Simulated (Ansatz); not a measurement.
Calculated with Ansatz (gas phase, PBE0-D4/def2-TZVP geometries, no zero-point term in ΔE). CCSD(T)/CBS is the MP2 limit (def2-TZVPP, def2-QZVPP) plus CCSD(T) − MP2 in def2-TZVPP, frozen cores. Each species was taken in one conformer, which may not be the lowest.

Reaction (substitution at a C–B bond): `BB(C)C[SiH3]` + `CCCCO` → `CCCCOC` + `BBC[SiH3]`

| level | ΔE (kJ/mol) |
| --- | --- |
| HF/def2-TZVPP | 66.8 |
| SCS-MP2/def2-TZVPP | 78.9 |

(1) What does CCSD(T)/CBS give? (Estimate.)

Largest T1 diagnostic among the species: 0.012.

## Answers

(1) Computed: +83.4 kJ/mol. The listed levels differ from it by -16.6, -4.5 kJ/mol.

In def2-TZVPP, CCSD(T) changes the Hartree–Fock value by +13.8 kJ/mol (the triples alone add +1.0 kJ/mol) and MP2 by +19.0 kJ/mol. The D4 term adds +4.0 kJ/mol with B3LYP and +2.2 kJ/mol with PBE0; it sums over pairs of atoms, weighted by their polarisabilities, and B3LYP, whose exchange is more repulsive, gets the larger term.

B3LYP here is the variant with VWN-RPA as its local correlation; programs differ in this.

CCSD(T)/CBS has its own doubt, a few kJ/mol and more with outer-core shells, so smaller differences from it don't rank the levels.
